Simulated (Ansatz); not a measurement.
# ZnS3: one candidate of a structure search, part 2 of 2

The task: take a trial cell of ZnS3 to zero force and stress.

Ansatz 0.2.0; DFT PBE, scalar-relativistic, plane waves, PAW. The steps go on from the part before.

**4. Final relaxation**

The end of the coarse run is made exact in the group found at a tolerance of 0.06 Å and reduced to its primitive cell.

Input file input.yaml:

```yaml
crystal:
  lattice:
    - [4.0742549346, 0.0, 0.0]
    - [0.0, 4.0742549346, 0.0]
    - [0.0, 0.0, 4.0742549346]
  atoms:
    - { symbol: Zn, position: [0.0, 0.0, 0.0] }
    - { symbol: S, position: [0.0, 0.5, 0.5] }
    - { symbol: S, position: [0.5, 0.0, 0.5] }
    - { symbol: S, position: [0.5, 0.5, 0.0] }
basis:
  ecutwfc: 420
kpoints:
  mp_grid: { grid: [12, 12, 12] }
hamiltonian:
  xc: pbe
scf:
  occupations: { method: gaussian, width: 0.1 }
output:
  forces: true
  stress: true
  eigenvalues: true
  write_density: true
  write_potential: true
  elf: true
  volumetric_format: npy
relax:
  adjacent_minimum: "off"
  f_tol: 0.01
  max_steps: 80
  cell: { stress_tol: 0.05 }
```

Command:

```
> ansatz run input.yaml --threads 1 --pin off --max-ram 2560MiB --backend cpu --events-out ev --progress --plain --runs-dir out
```

The log of the run, cut to the lines that bear on the results:

```text
Warning: RAYON_NUM_THREADS=1 ignored (pool sized by the plan → 1); use --threads N
[...]
Pseudopotentials: kind: paw
Pseudopotential: Zn, paw, valence charge 12, recommended cutoff 420 eV (normal), Zn.paw.azcp
Pseudopotential: S, paw, valence charge 6, recommended cutoff 420 eV (normal), S.paw.azcp
Functional definition: PBE
[...]
Crystal: 4 atoms, lattice volume = 67.631 Å³
Basis set: ecut = 420 eV, 1357 PW (Γ), exchange–correlation on 60×60×60 points (8 copies of the dense FFT grid, shifted against one another)
Bands: 19, of which v1, the nominal top of the filled ones, is band 15 counted from 1 (14 counted from 0)
Symmetry: 48 space group operations
Space group: Pm-3m (ITA 221), of the structure as read, at distance tolerance 4.1e-5 Å
k-points: 84 of 1728
[...]
SCF iter   1: F=—  HF=-6022.078820 eV  |F-HF|=—  |Δ(HF+E_count)|=         —  Δρ=2.61e-3  dr2=3.91e-3  ethr=1.77e-3  ⟨swp⟩=5.6  Hψ=7711  notcnv=0
[...]
  P = ⅓ Tr σ = -0.0054 GPa (-0.054 kbar)
--- Band table (eV; the first three rows and the last of 84) ---
  k-point 0: bands = ["-6.9880", "-2.4144", "-2.4144", "1.8768", "1.8768", "1.8768", "1.9680", "1.9680", "3.1546", "3.1546", "3.1546", "7.1887", "7.7376", "7.7376", "7.7376", "9.7075", "9.7075", "9.7075", "15.0472"]
[...]
--- Relaxed structure (3 steps of the walk, 3 accepted, 1 SCFs on fresh bases) ---
  F+E_penalty+E_count = -6022.08003670 eV   max|allowed force component| = 3.862e-31 eV/Å   (the final SCF, on the basis selected at the relaxed cell)
  cell:  # Å, volume = 66.6833 Å³
    - [4.055138051252177, 1.925929944387236e-33, -6.419766481290786e-35]
    - [1.925929944387236e-33, 4.055138051252177, -6.419766481290786e-35]
    - [1.925929944387236e-34, -6.419766481290786e-35, 4.055138051252177]
  atoms:
    - { symbol: Zn, position: [2.769769184559073e-36, -1.723411937059062e-36, 3.0775213161773385e-37] }
    - { symbol: S, position: [-9.232563948537087e-37, 0.5, 0.5] }
    - { symbol: S, position: [0.5, 2.4620170529416102e-36, 0.5] }
    - { symbol: S, position: [0.5, 0.5, 5.539538369113405e-37] }
```

Wall time 41 s (1 thread of Intel Xeon at 2.70GHz, shared host); peak memory 0.43 GiB.

Relaxation path:

```csv
step,E - E(step 1) (eV/cell),largest force component (eV/Å),pressure (GPa),volume (Å³)
1,0.0000,0.0000,-0.98,67.63
2,-0.0030,0.0000,0.26,66.43
3,-0.0031,0.0000,-0.01,66.68
4,-0.0029,0.0000,-0.01,66.68
```

Step 1 is the start. Step 4 repeats the geometry before it on a plane-wave basis chosen anew for that cell, so its energy need not be comparable with the rows above.

|  | before | after | change |
| --- | --- | --- | --- |
| a (Å) | 4.074 | 4.055 | -0.5 % |
| b (Å) | 4.074 | 4.055 | -0.5 % |
| c (Å) | 4.074 | 4.055 | -0.5 % |
| volume (Å³/atom) | 16.91 | 16.67 | -1.4 % |
| shortest distance (Å) | 2.881 | 2.867 | -0.5 % |
| space group (0.01 Å) | Pm-3m | Pm-3m | same |

The run keeps the 48 symmetry operations of the start, so it could not have lowered the symmetry.

Density in a lattice plane of the grid's cell (edges 4.06 and 4.06 Å, at 0.000 of the third edge), which holds Zn and S.

Ten even steps from ' ' (0.06 e/Å³) to '@' (46.19 e/Å³):
```
**==::                                      ::==
....                                          ..
                                                
                                                
                                                
                                                
                                                
                                                
                                                
                                                
                                                
                                                
                                                
                                                
                                                
                                                
                                                
....                                          ..
**==::                                      ::==
@@##--..                                  ..--##
```
Columns run along the first of these edges and rows up along the second, over one cell in 24 and 20 even steps from the bottom left corner. Atoms in the plane (fractional): Zn at (0.00, 0.00), S at (0.50, 0.50).

ELF in the same plane.

Values, 12 rows by 12 columns:
```
0.00 0.03 0.14 0.14 0.11 0.09 0.09 0.09 0.11 0.14 0.14 0.03
0.11 0.14 0.15 0.14 0.21 0.32 0.36 0.32 0.21 0.14 0.15 0.14
0.15 0.14 0.14 0.27 0.56 0.73 0.77 0.73 0.56 0.27 0.14 0.14
0.10 0.11 0.21 0.56 0.83 0.86 0.84 0.86 0.83 0.56 0.21 0.11
0.06 0.09 0.32 0.73 0.86 0.63 0.34 0.63 0.86 0.73 0.32 0.09
0.05 0.09 0.36 0.77 0.84 0.34 0.01 0.34 0.84 0.77 0.36 0.09
0.06 0.09 0.32 0.73 0.86 0.63 0.34 0.63 0.86 0.73 0.32 0.09
0.10 0.11 0.21 0.56 0.83 0.86 0.84 0.86 0.83 0.56 0.21 0.11
0.15 0.14 0.14 0.27 0.56 0.73 0.77 0.73 0.56 0.27 0.14 0.14
0.11 0.14 0.15 0.14 0.21 0.32 0.36 0.32 0.21 0.14 0.15 0.14
0.00 0.03 0.14 0.14 0.11 0.09 0.09 0.09 0.11 0.14 0.14 0.03
0.00 0.00 0.11 0.15 0.10 0.06 0.05 0.06 0.10 0.15 0.11 0.00
```
Columns run along the first of these edges and rows up along the second, over one cell in 12 and 12 even steps from the bottom left corner. Atoms in the plane (fractional): Zn at (0.00, 0.00), S at (0.50, 0.50).

Both are smooth fields of the valence electrons: close to the nuclei they are not physical.

The highest ELF values outside the cores: 0.87 in the shell around S, 0.8 Å from S.

**5. Changing settings: basis.precision f64, eigensolver.kind davidson**

Input file input.yaml:

```yaml
crystal:
  lattice:
    - [4.0551380513, 0.0, 0.0]
    - [0.0, 4.0551380513, 0.0]
    - [0.0, 0.0, 4.0551380513]
  atoms:
    - { symbol: Zn, position: [0.0, 0.0, 0.0] }
    - { symbol: S, position: [0.0, 0.5, 0.5] }
    - { symbol: S, position: [0.5, 0.0, 0.5] }
    - { symbol: S, position: [0.5, 0.5, 0.0] }
basis:
  ecutwfc: 420
  precision: f64
kpoints:
  mp_grid: { grid: [12, 12, 12] }
hamiltonian:
  xc: pbe
scf:
  occupations: { method: gaussian, width: 0.1 }
  eigensolver: { kind: davidson }
output:
  forces: true
  eigenvalues: true
  stress: true
```

Command:

```
> ansatz run input.yaml --threads 1 --pin off --max-ram 2560MiB --backend cpu --events-out ev --progress --plain --runs-dir out
```

The log of the run, cut to the lines that bear on the results:

```text
Warning: RAYON_NUM_THREADS=1 ignored (pool sized by the plan → 1); use --threads N
[...]
[... 4 set-up lines as earlier in the session ...]
[...]
Crystal: 4 atoms, lattice volume = 66.683 Å³
Basis set: ecut = 420 eV, 1309 PW (Γ), exchange–correlation on 60×60×60 points (8 copies of the dense FFT grid, shifted against one another)
Bands: 19, of which v1, the nominal top of the filled ones, is band 15 counted from 1 (14 counted from 0)
[... 2 set-up lines as earlier in the session ...]
k-points: 84 of 1728
[...]
SCF iter   1: F=—  HF=-6022.079382 eV  |F-HF|=—  |Δ(HF+E_count)|=         —  Δρ=2.44e-3  dr2=3.06e-3  ethr=1.77e-3  ⟨swp⟩=9.7  Hψ=7414  notcnv=1
[...]
SCF converged after 6 iterations
Free energy (F): -6022.080037 eV
[...]
E sigma→0 (E₀):  -6022.072621 eV
Entropy (-TS):   -0.014832 eV (-3.708 meV/atom)
Fermi energy:    8.832390 eV
[...]
--- Forces (eV/Å), atoms counted from 1 ---
  atom   1  Zn    -0.00000000     0.00000000    -0.00000000
  atom   2  S      0.00000000    -0.00000000     0.00000000
  atom   3  S      0.00000000    -0.00000000     0.00000000
  atom   4  S      0.00000000    -0.00000000    -0.00000000
[...]
--- Stress (GPa, compression-positive) ---
       -0.005318       0.000000       0.000000
        0.000000      -0.005318      -0.000000
        0.000000       0.000000      -0.005318
  P = ⅓ Tr σ = -0.0053 GPa (-0.053 kbar)
--- Band table (eV; the first three rows and the last of 84) ---
  k-point 0: bands = ["-6.9879", "-2.4144", "-2.4144", "1.8767", "1.8767", "1.8767", "1.9679", "1.9679", "3.1546", "3.1546", "3.1546", "7.1886", "7.7377", "7.7377", "7.7377", "9.7076", "9.7076", "9.7076", "15.0473"]
[...]
```

It took 12 s on 1 thread of Intel Xeon at 2.70GHz, shared host; peak memory 0.38 GiB.

| run | ending | energy change | pressure (GPa) | gap (eV) | force (eV/Å) | cycles | time |
| --- | --- | --- | --- | --- | --- | --- | --- |
| step 4 | converged | 0 | 0.0 | 0.00 | 0.00 | - | 41 s |
| variant | converged | 0.0 meV/atom | 0.0 | 0.00 | 0.00 | 6 | 12 s |

With the changed arithmetic precision and solver the energy agrees within 0.5 meV/atom.

**6. Results**

This closing draws on all 2 parts. Changes of volume or cell count from the first structure of part 1.

```
                              quantity                                                                      value
symmetry at the end (tolerance 0.05 Å)                                                space group Pm-3m (No. 221)
                     conventional cell  a = 4.055 Å, b = 4.055 Å, c = 4.055 Å, α = 90.00°, β = 90.00°, γ = 90.00°
                                volume                                                              16.67 Å³/atom
              energy over the elements                                                              +0.78 eV/atom
                       gap on the mesh                                                               none (metal)
```

The space group Pm-3m (No. 221) is kept, and the volume per atom shrinks by 17.1 % from the first guess. The formation energy is positive, so the separate elements lie lower. No finished test with a distortion of lower symmetry is shown, so the end may be a saddle point. Spin polarisation is off in the runs that give these values; a magnetic solution could lie lower.
